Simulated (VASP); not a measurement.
Wanted: the native input for a VASP 6.6.1 run.

* Task: relaxation of cell and atoms
* Functional: PBEsol
* Potentials or basis: VASP PAW PBE potentials, release 64 (Sc_sv, Al, N)
* Cutoff: 600 eV
* k mesh: 6 × 6 × 5
* Occupations: gaussian, width 0.03 eV
* Spin: no spin polarisation
* Further INCAR settings: ALGO = Normal; EDIFF = 1e-07; IBRION = 2; EDIFFG = -0.005; NSW = 90; ISIF = 3

The structure of ScAl7N8 lies in POSCAR:

```
ScAl7N8                                 
1.0
   -0.0000000000      0.0000000000     -5.0076820214
    3.1677646925      5.4867293846      0.0000000000
    3.1677646925     -5.4867293846     -0.0000000000
  Sc              Al              N             
     1     7     8
Direct
     0.0096978109603260    0.1666666699999979    0.3333333300000021
     0.0024393322243717    0.1677137781364596    0.8338568840682307
     0.0024393322243717    0.6661431159317693    0.3322862218635403
     0.0024393322243717    0.6661431159317648    0.8338568840682352
     0.5002446051058393    0.3365028880692034    0.6730057861384052
     0.5002446051058393    0.3365028880692083    0.1634971119307918
     0.5031566368261363    0.8333333300000021    0.6666666699999979
     0.5002446051058393    0.8269942138615948    0.1634971119307967
     0.5860254470314439    0.1666666699999979    0.3333333300000021
     0.6209270134996239    0.1652239652837189    0.8326119776418638
     0.6209270134996239    0.6673880223581362    0.3347760347162811
     0.6209270134996239    0.6673880223581384    0.8326119776418616
     0.1236905227192831    0.3439937369649818    0.6879874839300204
     0.1236905227192831    0.3439937369650449    0.1560062630349552
     0.1192156845347198    0.8333333300000021    0.6666666699999979
     0.1236905227192831    0.8120125160699796    0.1560062630350183
```

The cell was built by a generator and needn't be a form met in nature.

These files were run (other wordings do the same):

INCAR

```
  PREC = Accurate
  ENCUT = 600
  EDIFF = 1E-7
  ISMEAR = 0
  SIGMA = 0.03
  LREAL = False
  LASPH = True
  NELM = 80
  ALGO = Normal
  ISIF = 3
  LWAVE = False
  LCHARG = False
  GGA = PS
  IBRION = 2
  NSW = 90
  EDIFFG = -0.005
  KPAR = 4
```

KPOINTS

```
regular mesh
0
Gamma
  6 6 5
```

Potentials or basis: VASP PAW PBE potentials, release 64 (Sc_sv, Al, N).

Launch:

```bash
$ cat potpaw_PBE.64/Sc_sv/POTCAR potpaw_PBE.64/Al/POTCAR potpaw_PBE.64/N/POTCAR > POTCAR
$ mpirun -np 4 vasp_std > vasp.out
```

It gave:

```yaml
Energy_gained_by_relaxing: 0.0 meV/atom
Ionic_steps: 2
Pressure_after_relaxing: 0.0 GPa
Band_gap_on_the_k_mesh: 3.95 eV, direct
```

Caveat: the PAW data sets were made with another functional, which shifts forces and pressure a little; an odd mesh through Γ misses points on the zone boundary, where band edges often lie.

It took 3.5 min on 4 MPI ranks on Intel(R) Xeon(R) 6975P-C (Granite Rapids) (shared host), peak memory 0.85 GiB a rank.
